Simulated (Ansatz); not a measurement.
Pb:

```
Pb
1.0
     0.00000    2.47502    2.47502
     2.47502    0.00000    2.47502
     2.47502    2.47502    0.00000
Pb
1
Direct
  0.00000 0.00000 0.00000
```

Below is the output of Ansatz 0.2.0 for this cell. Logs are shortened: lines on timing, memory, paths and dates and some standing lists are left out, and cuts for length are marked.

```text
Warning: RAYON_NUM_THREADS=1 ignored (pool sized by the plan → 1); use --threads N
LAPW: plane waves up to 6.362 Å⁻¹, error target 1.0e-3 eV per atom; small_component_spin mean_spin; Pb in spheres of 1.750 Å, 36 of its electrons in bands, Dirac shells [] (how accurate: hamiltonian.pseudopotentials.lapw.basis_error, Limitations)
Engine: ansatz 0.2.0, x86_64-unknown-linux-gnu
Pseudopotentials: kind: all_electron
Pseudopotential: Pb, LAPW, valence charge 36, lapw/all_electron/scalar/gaussian/Pb, Koelling and Harmon's equation, gaussian nucleus
Functional definition: PBE
  parameter kappa = 0.804
  parameter beta = 0.06672455060314922
  exchange = pbe_x(kappa = kappa, mu = beta*pi^2/3)
  correlation = pbe_c(beta = beta)
Crystal: 1 atoms, lattice volume = 30.323 Å³
Basis set: ecut = 154.21153860156335 eV, 137 PW (Γ), exchange–correlation at level 2
Bands: 22, of which v1, the nominal top of the filled ones, is band 18 counted from 1 (17 counted from 0)
Symmetry: 48 space group operations
Space group: Fm-3m (ITA 225), of the structure as read, at distance tolerance 3.1e-5 Å
k-points: 35 of 729
Non-local potential: Pb, projectors of the file, none
Initial density: superposition of atomic densities (chi_scale 0.1, normalization cell)
Initial wavefunctions: plane waves of lowest kinetic energy (no species holds an atomic orbital)
Functional: x = pbe(κ = 0.804, μ = 0.2195149727645171), c = pbe(β = 0.06672455060314922)
iter 1 solved again at ethr=6.48e-6 eV; its pass at ethr=1.00e-1 eV (dr2=2.33e-3 eV) is discarded
SCF iter   1: F=—  HF=-568066.614245 eV  |F-HF|=—  |Δ(HF+E_count)|=         —  Δρ=3.21e-3  dr2=2.35e-3  ethr=6.48e-6  ⟨swp⟩=3.8  Hψ=5177  notcnv=0
preconditioner: auto → LDOS  [insulator: Δε(μ)=0.227 eV  Ē_g=19.764 eV  σ=0.011 eV  W_gap=0.54  n_scr=14 (ndim 8)  ℏωp=25.2 eV  f_vac=0.033  D(μ)=3.36/eV (n_scr^D=58)  ε∞_Penn≈2.6  β→1.0]
SCF iter   2: F=—  HF=-568066.604352 eV  |F-HF|=—  |Δ(HF+E_count)|=   9.89e-3  Δρ=3.12e-3  dr2=1.43e-3  ethr=6.48e-6  ⟨swp⟩=3.0  Hψ=2559  notcnv=0
SCF iter   3: F=—  HF=-568066.602699 eV  |F-HF|=—  |Δ(HF+E_count)|=   1.65e-3  Δρ=1.65e-3  dr2=4.75e-4  ethr=3.98e-6  ⟨swp⟩=3.0  Hψ=2499  notcnv=0
SCF iter   4: F=—  HF=-568066.602914 eV  |F-HF|=—  |Δ(HF+E_count)|=   2.16e-4  Δρ=7.22e-4  dr2=8.77e-5  ethr=1.32e-6  ⟨swp⟩=2.7  Hψ=2410  notcnv=0
iter 5 solved again at ethr=2.25e-8 eV; its pass at ethr=2.44e-7 eV (dr2=8.11e-6 eV) is discarded
SCF iter   5: F=—  HF=-568066.603019 eV  |F-HF|=—  |Δ(HF+E_count)|=   1.05e-4  Δρ=2.35e-4  dr2=8.11e-6  ethr=2.25e-8  ⟨swp⟩=2.0  Hψ=3921  notcnv=0
SCF iter   6: F=—  HF=-568066.603041 eV  |F-HF|=—  |Δ(HF+E_count)|=   2.18e-5  Δρ=6.66e-5  dr2=6.07e-7  ethr=2.25e-8  ⟨swp⟩=3.0  Hψ=2332  notcnv=0
SCF iter   7: F=-568066.603043 eV  HF=-568066.603043 eV  |F-HF|=1.89e-8  |Δ(HF+E_count)|=   1.68e-6  Δρ=7.84e-6  dr2=1.24e-8  ethr=1.69e-9  ⟨swp⟩=3.0  Hψ=2335  notcnv=0
SCF 1 converged in 7 iterations: F = -568066.603043 eV  dr2 = 1.24e-8
SCF converged after 7 iterations
Free energy (F): -568066.603043 eV
Harris-Foulkes:  -568066.603043 eV  (|F-HF|=1.89e-8)
Internal energy: -568066.602840 eV  (E = F + TS)
E sigma→0 (E₀):  -568066.602941 eV
Entropy (-TS):   -0.000203 eV (-0.203 meV/atom)
Fermi energy:    15.525054 eV
--- Per-component energies (eV) ---
  E_band       = -2196.143455
  E_kinetic    = 654971.658240
  E_xc         = -10580.679019
  E_electrostatic = -1212457.582060  (all electrons and nuclei)
  E_smearing   = -0.000203  (= −TS)
  E_closure    = 0.000000  (closes the sum)
  E_atoms      = -568063.043352  (free atoms, spherical and without spin; not in F)
  Σ components = -568066.603043   (vs F -568066.603043, Δ=0.00e0)
  Basis errors (estimates in eV, not in F): energy 2.1e-4 per atom: plane waves 2.0e-4 (1.0e-4 summed), levels above the bands 0.0e0, relativity 4.2e-8, radial functions 2.9e-6, core shells 1.0e-9; eigenvalues (radial functions only) 1.3e-5; not estimated: angular momenta, meshes, grids; target (lapw.basis_error) 1.0e-3; muffin-tin radii Pb 1.750 Å
--- Forces (eV/Å), atoms counted from 1 ---
  atom   1  Pb    -0.00000000     0.00000000     0.00000000
  max |Σ_I F_I| component: 1.40e-31 eV/Å
--- Stress (GPa, compression-positive) ---
        2.257852      -0.000000      -0.000000
       -0.000000       2.257852      -0.000000
       -0.000000      -0.000000       2.257852
  P = ⅓ Tr σ = 2.2579 GPa (22.579 kbar)
--- Band table (eV; the first three rows and the last of 35) ---
  k-point 0: bands = ["-123.9843", "-113.0155", "-113.0155", "-113.0155", "-113.0154", "-113.0154", "-113.0154", "-113.0151", "-65.8181", "-65.8181", "-65.8181", "-1.4212", "-1.4212", "-1.4212", "-1.2809", "-1.2809", "3.9149", "23.0818", "23.0818", "23.0818", "25.4136", "27.0165"]
  k-point 1: bands = ["-123.9843", "-113.0155", "-113.0155", "-113.0155", "-113.0154", "-113.0154", "-113.0154", "-113.0151", "-65.8184", "-65.8181", "-65.8181", "-1.4217", "-1.4047", "-1.4047", "-1.2810", "-1.2810", "4.1528", "20.7139", "22.7993", "22.7993", "25.0258", "27.9812"]
  k-point 2: bands = ["-123.9843", "-113.0155", "-113.0155", "-113.0155", "-113.0154", "-113.0154", "-113.0154", "-113.0151", "-65.8194", "-65.8183", "-65.8183", "-1.4269", "-1.3852", "-1.3852", "-1.2584", "-1.2584", "4.8649", "17.2468", "22.1995", "22.1995", "24.6863", "27.5109"]
  k-point 34: bands = ["-123.9843", "-113.0155", "-113.0155", "-113.0155", "-113.0154", "-113.0154", "-113.0154", "-113.0151", "-65.8205", "-65.8201", "-65.8193", "-1.4132", "-1.3995", "-1.3185", "-1.2279", "-1.1233", "8.8638", "13.8459", "14.7921", "16.4439", "25.9523", "27.0253"]
```

Q: Write the input and the command behind it.

A: Single point with PBE, no spin polarisation. The files as run (others can give the same):

input.yaml
```yaml
crystal:
  lattice:
    - [0.0, 2.47502, 2.47502]
    - [2.47502, 0.0, 2.47502]
    - [2.47502, 2.47502, 0.0]
  atoms:
    - { symbol: Pb, position: [0.0, 0.0, 0.0] }
kpoints:
  mp_grid: { grid: [9, 9, 9] }
scf:
  occupations: { method: gaussian, width: 0.011 }
hamiltonian:
  xc: pbe
  pseudopotentials: { kind: all_electron, lapw: { basis_error: 0.001 } }
output:
  forces: true
  stress: true
  eigenvalues: true
```

Potentials or basis: all-electron LAPW, scalar-relativistic.
Command:
```console
$ ansatz run input.yaml --threads 1 --pin off --max-ram 3072MiB --backend cpu --events-out ev --progress --plain --runs-dir out
```
